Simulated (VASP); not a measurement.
AlN:

```
Al N
1.0
     3.11310    0.00000    0.00000
    -1.55655    2.69603    0.00000
     0.00000    0.00000    4.98181
Al N
2 2
Direct
  0.33333 0.66667 0.99899
  0.66667 0.33333 0.49899
  0.33333 0.66667 0.38101
  0.66667 0.33333 0.88101
```

Base run:

- Program: VASP 6.6.1
- Functional: TB-mBJ
- Potentials or basis: VASP PAW PBE potentials, release 64 (Al, N)
- Cutoff: 520 eV
- k mesh: 12 × 12 × 6
- Occupations: gaussian, width 0.03 eV
- Spin: no spin polarisation

Its results: band gap on the k mesh 5.35 eV, direct.

**Question.** The run is repeated on the same cell with these changes: functional from TB-mBJ to r2SCAN. What comes out?

**Answer.** Band gap on the k mesh 4.87 eV, direct.
